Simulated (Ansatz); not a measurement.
**Stack of 2H-MoTe2 under arsenene, unshifted in a perpendicular field**

Wanted: the out-of-plane response of the stack of 2H-MoTe2 under arsenene, unshifted. A positive field points along +c.

Method: plane-wave DFT, PBE-D3(BJ), Ansatz PAW, in the first sound run; inputs show where later runs differ, in Ansatz 0.2.0.

## 1. The starting structure

The cell holds 5 atoms: 2 Te, 1 Mo and 2 As. Cell: a = 3.580 Å, b = 3.580 Å, c = 26.324 Å, α = 90.0°, β = 90.0°, γ = 120.0°. Regions: layer 1: 2H-MoTe2, 3 atoms (2 Te and 1 Mo); layer 2: arsenene, 2 atoms (2 As). Vacuum lies along c.

## 2. Relaxation

The starting cell is a guess, so the in-plane lattice and the atoms are relaxed first, with the slab cut off from its images along the normal. The program lengthens the vector along the normal by itself, so c and the volume that it reports differ from the typed ones.

input.yaml reads:

```yaml
crystal:
  lattice:
    - [3.58, 0.0, 0.0]
    - [-1.79, 3.1003709455, 0.0]
    - [0.0, 0.0, 26.3241026306]
  atoms:
    - { symbol: Te, position: [0.3333333333, 0.6666666667, 0.3418919963] }
    - { symbol: Mo, position: [0.0, 0.0, 0.4135773009] }
    - { symbol: Te, position: [0.3333333333, 0.6666666667, 0.4852626055] }
    - { symbol: As, position: [0.6666666667, 0.3333333333, 0.6049248042] }
    - { symbol: As, position: [0.3333333333, 0.6666666667, 0.6581080037] }
  periodic: [true, true, false]
kpoints:
  mp_grid: { grid: [12, 12, 1] }
hamiltonian:
  xc: pbe
  dispersion: d3bj
scf:
  occupations: { method: fermi_dirac, width: 0.05 }
  convergence: { dr2_threshold: 1.0e-09 }
relax:
  f_tol: 0.004
  max_steps: 90
  cell: {}
output:
  write_potential: true
  write_density: true
  volumetric_format: npy
```

The run is started by

```bash
> ansatz run input.yaml --threads 4 --pin off --max-ram 6144MiB --backend cpu --events-out ev --progress --plain --runs-dir out
```

Numbers of over 12 decimals in the logs are rounded to 6 here.

The program printed:

```text
Warning: crystal.periodic: the lattice vector that does not repeat stood 0.000° off the slab's normal, 26.324 Å along it as the deck builds it. The run solves the slab on a vector along the normal, 40.448 Å long, with every atom where it was (on the deck's vector they left 18.00 Å outside them, and the widest stretch free of ions among them is 3.15 Å). A fractional position that the run reports is one of the run's ce [...]
Warning: relax.cell: scf.convergence.dr2_threshold = 1e-9 eV is looser than the 1.48910243296e-10 eV advised for a relaxation that steers and ends on the stress (1e-10 eV for each atom of the cell: 5, times the square of relax.cell.stress_2d_tol = 0.05 N/m over 18.3 Å (the atoms' height at the walk's start and 5 Å past either face), 2.729e-2 GPa, over a crystal's default 0.05). What an SCF threshold leaves in a stress goes as its square root, and in the free energy as the threshold itself, and one threshold admits the most on a small cell: [figures from the program's tests cut] Set scf.convergence.dr2_threshold to 1.48910243296e-10 eV or tighter. [rest of the remark cut]
crystal.periodic: the lattice vector that does not repeat stood 0.000° off the slab's normal, 26.324 Å along it as the deck builds it. The run solves the slab on a vector along the normal, 40.448 Å long, with every atom where it was (on the deck's vector they left 18.00 Å outside them, and the widest stretch free of ions among them is 3.15 Å). A fractional position that the run reports is one of the run's cell, which [...]
Engine: ansatz 0.2.0, aarch64-unknown-linux-gnu
Pseudopotentials: kind: paw
Pseudopotential: Te, paw, valence charge 16, recommended cutoff 420 eV (normal), Te.paw.azcp
Pseudopotential: Mo, paw, valence charge 14, recommended cutoff 420 eV (normal), Mo.paw.azcp
Pseudopotential: As, paw, valence charge 15, recommended cutoff 420 eV (normal), As.paw.azcp
Functional definition: PBE
  parameter kappa = 0.804
  parameter beta = 0.066725
  exchange = pbe_x(kappa = kappa, mu = beta*pi^2/3)
  correlation = pbe_c(beta = beta)
Crystal: 5 atoms, lattice volume = 448.948 Å³
Basis set: ecut = 420 eV, 8637 PW (Γ), exchange–correlation on 48×48×576 points (8 copies of the dense FFT grid, shifted against one another)
Bands: 46, of which v1, the nominal top of the filled ones, is band 38 counted from 1 (37 counted from 0)
Symmetry: 6 space group operations
Space group: P3m1 (ITA 156), of the structure as read, at distance tolerance 7.7e-5 Å
k-points: 19 of 144 (time reversal used)
Non-local potential: Te, projectors of the file, l = 0: 2, l = 1: 2, l = 2: 2, l = 3: 2
Non-local potential: Mo, projectors of the file, l = 0: 3, l = 1: 2, l = 2: 2, l = 3: 1
Non-local potential: As, projectors of the file, l = 0: 2, l = 1: 2, l = 2: 3, l = 3: 1
PAW form: soft (Blöchl's): semilocal exchange-correlation on the pseudo side does not see the compensation charge
PAW one-centre angular grid: Te, 590 points (default); XC on 64 Gauss nodes
PAW one-centre angular grid: Mo, 590 points (default); XC on 64 Gauss nodes
PAW one-centre angular grid: As, 590 points (default); XC on 64 Gauss nodes
Initial density: superposition of atomic densities (neutral atoms: chi_scale 0, normalization atom), corrected by the library's trained network
Initial wavefunctions: pseudopotential atomic-orbital guess
Functional: x = pbe(κ = 0.804, μ = 0.219515), c = pbe(β = 0.066725)
SCF iter   1: F=—  HF=-28630.761698 eV  |F-HF|=—  |Δ(HF+E_count)|=         —  Δρ=2.16e-3  dr2=1.11e-1  ethr=1.77e-3  ⟨swp⟩=16.7  Hψ=5534  notcnv=0
preconditioner: auto → Resta (q_TF=auto, 2.029 Å⁻¹)  ε∞=2.5  [insulator: Δε(μ)=0.964 eV  Ē_g=7.614 eV  σ=0.050 eV  W_gap=1.00  n_scr=32 (ndim 8)  ℏωp=9.3 eV  f_vac=0.700  D(μ)=0.00/eV (n_scr^D=0)  ε∞_Penn≈2.5  vacuum switching on, ρ_ref=4.2e-3 e/Å³]
SCF iter   2: F=—  HF=-28630.785454 eV  |F-HF|=—  |Δ(HF+E_count)|=   2.38e-2  Δρ=2.32e-3  dr2=4.66e-1  ethr=1.46e-4  ⟨swp⟩=4.2  Hψ=1955  notcnv=0  defer=19
SCF iter   3: F=—  HF=-28630.755738 eV  |F-HF|=—  |Δ(HF+E_count)|=   2.97e-2  Δρ=9.16e-4  dr2=6.26e-3  ethr=1.46e-4  ⟨swp⟩=3.8  Hψ=1360  notcnv=0  defer=19
SCF iter   4: F=—  HF=-28630.757352 eV  |F-HF|=—  |Δ(HF+E_count)|=   1.61e-3  Δρ=5.15e-4  dr2=4.38e-3  ethr=8.23e-6  ⟨swp⟩=2.5  Hψ=1366  notcnv=0  defer=18
SCF iter   5: F=—  HF=-28630.757037 eV  |F-HF|=—  |Δ(HF+E_count)|=   3.15e-4  Δρ=1.98e-4  dr2=3.34e-4  ethr=5.76e-6  ⟨swp⟩=2.7  Hψ=1057  notcnv=0  defer=18
SCF iter   6: F=—  HF=-28630.757029 eV  |F-HF|=—  |Δ(HF+E_count)|=   7.37e-6  Δρ=5.32e-5  dr2=1.12e-5  ethr=4.39e-7  ⟨swp⟩=3.1  Hψ=1284  notcnv=0  defer=18
SCF iter   7: F=—  HF=-28630.757014 eV  |F-HF|=—  |Δ(HF+E_count)|=   1.55e-5  Δρ=1.93e-5  dr2=2.22e-6  ethr=1.47e-8  ⟨swp⟩=3.0  Hψ=1782  notcnv=0  defer=18
SCF iter   8: F=—  HF=-28630.757045 eV  |F-HF|=—  |Δ(HF+E_count)|=   3.16e-5  Δρ=1.08e-5  dr2=4.05e-6  ethr=2.92e-9  ⟨swp⟩=3.0  Hψ=1802  notcnv=0  defer=18
SCF iter   9: F=—  HF=-28630.757045 eV  |F-HF|=—  |Δ(HF+E_count)|=   1.11e-8  Δρ=5.77e-6  dr2=3.74e-7  ethr=2.92e-9  ⟨swp⟩=2.7  Hψ=1160  notcnv=0  defer=18
SCF iter  10: F=—  HF=-28630.757045 eV  |F-HF|=—  |Δ(HF+E_count)|=   1.04e-8  Δρ=2.25e-6  dr2=2.60e-8  ethr=4.93e-10  ⟨swp⟩=3.1  Hψ=1326  notcnv=0  defer=18
SCF iter  11: F=—  HF=-28630.757045 eV  |F-HF|=—  |Δ(HF+E_count)|=   2.39e-8  Δρ=6.61e-7  dr2=7.85e-9  ethr=3.42e-11  ⟨swp⟩=3.2  Hψ=1828  notcnv=0  defer=18
SCF iter  12: F=—  HF=-28630.757045 eV  |F-HF|=—  |Δ(HF+E_count)|=   1.51e-9  Δρ=4.09e-7  dr2=5.05e-9  ethr=1.03e-11  ⟨swp⟩=3.0  Hψ=1191  notcnv=0  defer=18
SCF iter  13: F=-28630.757045 eV  HF=-28630.757045 eV  |F-HF|=1.00e-9  |Δ(HF+E_count)|=  6.62e-10  Δρ=1.36e-7  dr2=1.04e-10  ethr=1.32e-12  ⟨swp⟩=10.9  Hψ=7256  notcnv=0
SCF 1 converged in 13 iterations: F = -28630.757045 eV  dr2 = 1.04e-10
  greatest PAW one-centre occupation: 0.999 electrons in one spin orbital (limit 2), on the As atom at site 3 (counted from 0), in its partial waves of l = 2
relax step   1: F+E_penalty+E_count = -28630.75704542 eV  Δ(F+E_penalty+E_count) = +0.000e0 eV  max|allowed force component| = 1.173e0 eV/Å  Δτ_max = 0.0000 Å  P = -4.315 N/m  Ω = 448.948 Å³  fix = [c, alpha, beta]  reactions: c +0.000 N/m  (13 SCF iters, accepted)
Crystal: 5 atoms, lattice volume = 442.001 Å³
Basis set: ecut = 420 eV, 8517 PW (Γ), exchange–correlation on 48×48×576 points (8 copies of the dense FFT grid, shifted against one another)
Initial density: handed on by an earlier stage of this run
Initial wavefunctions: those handed on with the density
iter 1 solved again at ethr=3.41e-4 eV; its pass at ethr=3.10e-3 eV (dr2=2.59e-1 eV) is discarded
[...]
SCF iter   9: F=—  HF=-28630.894504 eV  |F-HF|=—  |Δ(HF+E_count)|=   2.14e-6  Δρ=5.27e-6  dr2=3.39e-7  ethr=1.19e-8  ⟨swp⟩=2.7  Hψ=1018  notcnv=0  defer=10
SCF iter  10: F=—  HF=-28630.894532 eV  |F-HF|=—  |Δ(HF+E_count)|=   2.77e-5  Δρ=1.16e-6  dr2=8.59e-9  ethr=4.47e-10  ⟨swp⟩=3.9  Hψ=1987  notcnv=0  defer=10
SCF iter  11: F=—  HF=-28630.894532 eV  |F-HF|=—  |Δ(HF+E_count)|=   7.27e-9  Δρ=4.56e-7  dr2=1.84e-9  ethr=1.13e-11  ⟨swp⟩=3.3  Hψ=1709  notcnv=0  defer=10
SCF iter  12: F=-28630.894532 eV  HF=-28630.894532 eV  |F-HF|=1.24e-10  |Δ(HF+E_count)|=   1.59e-9  Δρ=1.66e-7  dr2=3.18e-10  ethr=1.32e-12  ⟨swp⟩=11.8  Hψ=5983  notcnv=0
SCF 3 converged in 12 iterations: F = -28630.894532 eV  dr2 = 3.18e-10
relax step   3: F+E_penalty+E_count = -28630.89453203 eV  Δ(F+E_penalty+E_count) = -1.375e-1 eV  max|allowed force component| = 2.435e-1 eV/Å  Δτ_max = 0.0938 Å  P = -0.844 N/m  Ω = 438.978 Å³  energy of the carried Pulay correction = +4.428e-4 eV  fix = [c, alpha, beta]  reactions: c -0.000 N/m  (12 SCF iters, accepted)
[...]
relax step   4: F+E_penalty+E_count = -28630.89996476 eV  Δ(F+E_penalty+E_count) = -5.433e-3 eV  max|allowed force component| = 1.733e-1 eV/Å  Δτ_max = 0.0971 Å  P = +0.271 N/m  Ω = 437.772 Å³  energy of the carried Pulay correction = +4.971e-4 eV  fix = [c, alpha, beta]  reactions: c +0.000 N/m  (12 SCF iters, accepted)
[...]
relax step   5: F+E_penalty+E_count = -28630.90138468 eV  Δ(F+E_penalty+E_count) = -1.420e-3 eV  max|allowed force component| = 2.832e-2 eV/Å  Δτ_max = 0.0486 Å  P = +0.087 N/m  Ω = 437.563 Å³  energy of the carried Pulay correction = +5.065e-4 eV  fix = [c, alpha, beta]  reactions: c +0.000 N/m  (12 SCF iters, accepted)
[...]
relax step   6: F+E_penalty+E_count = -28630.90154157 eV  Δ(F+E_penalty+E_count) = -1.569e-4 eV  max|allowed force component| = 7.585e-3 eV/Å  Δτ_max = 0.0127 Å  P = +0.008 N/m  Ω = 437.873 Å³  energy of the carried Pulay correction = +4.925e-4 eV  fix = [c, alpha, beta]  reactions: c +0.000 N/m  (10 SCF iters, accepted)
[...]
relax step   7: F+E_penalty+E_count = -28630.90153974 eV  Δ(F+E_penalty+E_count) = +1.830e-6 eV  max|allowed force component| = 3.747e-3 eV/Å  Δτ_max = 0.0024 Å  P = -0.008 N/m  Ω = 438.002 Å³  energy of the carried Pulay correction = +4.867e-4 eV  fix = [c, alpha, beta]  reactions: c +0.000 N/m  (8 SCF iters, accepted)
Initial wavefunctions: pseudopotential atomic-orbital guess (no wavefunctions were taken with the density)
iter 1 solved again at ethr=9.77e-7 eV; its pass at ethr=3.10e-3 eV (dr2=7.43e-4 eV) is discarded
SCF iter   1: F=—  HF=-28630.901025 eV  |F-HF|=—  |Δ(HF+E_count)|=         —  Δρ=1.51e-5  dr2=1.86e-7  ethr=9.77e-7  ⟨swp⟩=6.2  Hψ=8592  notcnv=0
eigensolver tolerance schedule: the retry pair's looser diagonalisation over-reported the residual by 3998.25 of it (diagonalisation noise at an unbounded share of the residual, at the tolerance the schedule requests for it); recorded, not acted on — ethr = c·dr2/N_el stays at c = 1.0e-1
preconditioner: auto → Resta (q_TF=auto, 2.038 Å⁻¹)  ε∞=2.4  [insulator: Δε(μ)=0.884 eV  Ē_g=7.886 eV  σ=0.050 eV  W_gap=1.00  n_scr=26 (ndim 8)  ℏωp=9.4 eV  f_vac=0.705  D(μ)=0.00/eV (n_scr^D=0)  ε∞_Penn≈2.4  vacuum switching on, ρ_ref=4.5e-3 e/Å³]
SCF iter   2: F=—  HF=-28630.901035 eV  |F-HF|=—  |Δ(HF+E_count)|=   9.50e-6  Δρ=7.94e-6  dr2=1.43e-7  ethr=2.44e-10  ⟨swp⟩=5.1  Hψ=2861  notcnv=0
SCF iter   3: F=—  HF=-28630.901035 eV  |F-HF|=—  |Δ(HF+E_count)|=   8.09e-8  Δρ=6.06e-6  dr2=5.22e-7  ethr=1.88e-10  ⟨swp⟩=3.0  Hψ=1695  notcnv=0  recentre
SCF iter   4: F=—  HF=-28630.901035 eV  |F-HF|=—  |Δ(HF+E_count)|=   3.63e-8  Δρ=2.18e-6  dr2=2.02e-8  ethr=1.88e-10  ⟨swp⟩=3.0  Hψ=1304  notcnv=0
SCF iter   5: F=—  HF=-28630.901035 eV  |F-HF|=—  |Δ(HF+E_count)|=   5.86e-9  Δρ=9.44e-7  dr2=3.51e-8  ethr=2.66e-11  ⟨swp⟩=3.0  Hψ=1324  notcnv=0
SCF iter   6: F=-28630.901035 eV  HF=-28630.901035 eV  |F-HF|=9.46e-11  |Δ(HF+E_count)|=   2.46e-9  Δρ=2.90e-7  dr2=2.61e-10  ethr=1.32e-12  ⟨swp⟩=16.3  Hψ=7466  notcnv=0
SCF 8 converged in 6 iterations: F = -28630.901035 eV  dr2 = 2.61e-10
relax step   8: F+E_penalty+E_count = -28630.90103480 eV  Δ(F+E_penalty+E_count) = +5.049e-4 eV  max|allowed force component| = 3.769e-3 eV/Å  Δτ_max = 0.0000 Å  P = -0.007 N/m  Ω = 438.002 Å³  fix = [c, alpha, beta]  reactions: c +0.000 N/m  stress off target by 7.38e-3 N/m on what of the cell is left free  SCF on the basis re-selected at this cell (its energy is not comparable with the rows above)  (6 SCF iters)
basis re-selected at this cell: Δ(F+E_penalty+E_count) = +5.049e-4 eV, ΔP = +0.001 N/m vs the last step (what re-selecting the basis moved, of the pressure what is left beyond the Pulay correction that the steps carried, after the strain that the cell walked since its last selection, with what the two solves' SCF thresholds leave and, on support functions, any second-order correction that the steps lacked; it is no m [...]
SCF converged after 6 iterations
Free energy (F): -28630.901035 eV
Harris-Foulkes:  -28630.901035 eV  (|F-HF|=9.46e-11)
Internal energy: -28630.901019 eV  (E = F + TS)
E sigma→0 (E₀):  -28630.901027 eV
Entropy (-TS):   -0.000016 eV (-0.003 meV/atom)
Fermi energy:    -4.273339 eV
--- Per-component energies (eV) ---
  E_band       = -2277.110081
  E_kinetic    = 1009.350097
  E_local      = -326648.323622  (includes V_loc(G=0)·N_el)
  E_nonlocal   = -1817.793179
  E_hartree    = 163107.487717
  E_xc         = -591.011354
  E_vxc        = -596.330812  (∫ρ·V_xc dr)
  E_paw        = -16196.020875  (= ΣΔE_a)
  E_vpaw       = -438.990577  (= ΣTr[D̂ρ^β])
  E_aug_tail   = -0.000285  (compensation charges beyond the density's cutoff)
  E_ewald      = 152507.387290
  E_disp       = -1.976808  (pairwise vdW)
  E_smearing   = -0.000016  (= −TS)
  E_closure    = -0.000000  (closes the sum)
  Σ components = -28630.901035   (vs F -28630.901035, Δ=0.00e0)
--- Forces (eV/Å), atoms counted from 1 ---
  atom   1  Te     0.00000000    -0.00000000     0.00050132
  atom   2  Mo     0.00000000     0.00000000     0.00005122
  atom   3  Te     0.00000000     0.00000000    -0.00030159
  atom   4  As     0.00000000     0.00000000    -0.00376918
  atom   5  As     0.00000000     0.00000000     0.00351836
  max |Σ_I F_I| component: 1.26e-7 eV/Å
--- 2D stress c σ (N/m, compression-positive) ---
       -0.007381       0.000000       0.000000
        0.000000      -0.007381       0.000000
        0.000000       0.000000       0.000000
  P = ½ c Tr σ = -0.0074 N/m
--- Band table (eV; the first three rows and the last of 19) ---
  k-point 0: bands = [... 34 lower, -5.7353, -5.1564, -5.1564, -4.7917, -2.6942, -1.8426, -1.8426, -1.6500, ... 4 higher]
  k-point 1: bands = [... 34 lower, -5.8964, -5.5536, -5.3798, -4.7114, -2.4209, -2.1603, -1.9580, -1.8006, ... 4 higher]
  k-point 2: bands = [... 34 lower, -6.1407, -5.8662, -5.5581, -4.9285, -3.0560, -2.7916, -2.4543, -2.2336, ... 4 higher]
  k-point 18: bands = [... 34 lower, -7.4518, -7.3680, -6.5543, -4.8791, -3.8272, -3.5418, -3.0331, -2.4325, ... 4 higher]
  the weakly bound empty levels are not read free of the cell's end (no_gap_told)
--- Relaxed structure (7 steps of the walk, 6 accepted, 1 SCFs on fresh bases) ---
  F+E_penalty+E_count = -28630.90103480 eV   max|allowed force component| = 3.769e-3 eV/Å   (the final SCF, on the basis selected at the relaxed cell)
  cell:  # Å, volume = 438.0021 Å³
    - [3.536089, 0.0, 0.0]
    - [-1.768044, 3.062343, 0.0]
    - [0.0, 0.0, 40.448205]
  atoms:
    - { symbol: Te, position: [0.333333, 0.666667, 0.226248] }
    - { symbol: Mo, position: [-2.9605947297057275e-18, 1.9984014442477333e-17, 0.270867] }
    - { symbol: Te, position: [0.333333, 0.666667, 0.315428] }
    - { symbol: As, position: [0.666667, 0.333333, 0.391063] }
    - { symbol: As, position: [0.333333, 0.666667, 0.425868] }
```

Run time: 95 s. Hardware: 4 threads of Arm Neoverse V2, shared host; peak memory 0.98 GiB.

Relaxation path:

```
step  energy less that of the first step (eV)  largest force component (eV/Å)  volume (Å³)
   1                                   0.0000                          1.1731       448.95
   2                                   0.0135                          1.5763       442.00
   3                                  -0.1375                          0.2435       438.98
   4                                  -0.1429                          0.1733       437.77
   5                                  -0.1443                          0.0283       437.56
   6                                  -0.1445                          0.0076       437.87
   7                                  -0.1445                          0.0037       438.00
  8*                                  -0.1440                          0.0038       438.00
```

Relaxation steps marked * repeat the geometry before them on a plane-wave basis chosen anew for their cell, so energy and pressure can jump there. Relaxation step 2 was tried and not accepted.

The run keeps the 6 symmetry operations that it works with, so distortions that break them were not tested.

```
cell as run  before  after  change
      a (Å)   3.580  3.536  -1.2 %
      b (Å)   3.580  3.536  -1.2 %
```

The atoms that moved most (Å, along periodic axes as changes of fractional coordinates times the final cell, across vacuum about the mean position):

```
atom     dx     dy      dz  length
 Te1  0.000  0.000   0.151   0.151
 As4  0.000  0.000  -0.106   0.106
 As5  0.000  0.000  -0.098   0.098
 Mo2  0.000  0.000   0.069   0.069
 Te3  0.000  0.000  -0.016   0.016
```

Final coordinates:

```xyz
5
Lattice="3.5361 0.0000 0.0000 -1.7680 3.0623 0.0000 0.0000 0.0000 40.4482" Properties=species:S:1:pos:R:3
Te    0.0000    2.0416    9.1513
Mo    0.0000    0.0000   10.9561
Te    0.0000    2.0416   12.7585
As    1.7680    1.0208   15.8178
As    0.0000    2.0416   17.2256
```

The lattice constant a goes from 3.580 to 3.536 Å.

(Part 1 of 5 ends here.)

[Logs are printed without paths, hosts, clocks, repeated set-up lines and the standing remarks that a program may print on its own settings, such as how far it seeks lower states.]

[Hosts, paths, dates, database ids (printed as entryN), source tags and the programs' standing remarks are cut or masked in the printed files.]

[Maps of the electrostatic potential energy from Ansatz leave out the sawtooth potential of an applied field or a dipole correction, so their vacuum need not be flat; planar profiles and work functions include it.]
